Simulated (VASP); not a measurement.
The system is TiSe2.

```
Ti Se
1.0
     3.53300    0.00000    0.00000
    -1.76650    3.05967    0.00000
     0.00000    0.00000    5.99500
Ti Se
1 2
Direct
  0.00000 0.00000 0.00000
  0.33333 0.66667 0.25000
  0.66667 0.33333 0.75000
```

| Quantity | Value |
| --- | --- |
| Program | VASP 6.6.1 |
| Task | relaxation of cell and atoms |
| Functional | PBE |
| Dispersion | D3(BJ) |
| Potentials or basis | VASP PAW PBE potentials, release 64 (Ti_sv, Se) |
| Cutoff | 600 eV |
| k mesh | 12 × 12 × 6 |
| Occupations | methfessel-paxton, width 0.1 eV |
| Spin | no spin polarisation |

At the start: pressure 0.3 GPa; volume 21.60 Å³/atom.

**Question.** How do energy, volume and symmetry change on relaxing?

**Answer.** Over 16 steps the energy falls by 13.4 meV/atom and the volume is 20.53 Å³/atom (-5.0 %); space group P-3m1 (No. 164, to 0.05 Å).

The path:
```csv
step,energy change (eV),largest force (eV/Å),pressure (GPa),volume (Å³)
1,0.0000,0.4928,0.29,64.80
2,-0.0169,0.0872,-1.43,65.17
3,-0.0170,0.0601,-1.54,65.20
4,-0.0287,0.1039,-0.20,63.44
5,-0.0290,0.1132,0.07,63.09
6,-0.0324,0.0763,-0.03,62.81
7,-0.0386,0.0381,-0.27,61.96
8,-0.0391,0.0903,-0.34,61.60
9,-0.0364,0.1154,1.24,60.51
10,-0.0398,0.0274,0.12,61.26
11,-0.0401,0.0213,-0.02,61.47
12,-0.0401,0.0206,-0.04,61.49
13,-0.0401,0.0125,0.11,61.45
14,-0.0401,0.0023,0.05,61.47
15,-0.0401,0.0024,0.04,61.53
16,-0.0401,0.0062,0.02,61.59
```

Final structure:
```
Ti Se
1.0
     3.48431    0.00000    0.00000
    -1.74215    3.01750    0.00000
     0.00000    0.00000    5.85780
Ti Se
1 2
Direct
  0.00000 0.00000 0.00000
  0.33333 0.66667 0.26505
  0.66667 0.33333 0.73495
```
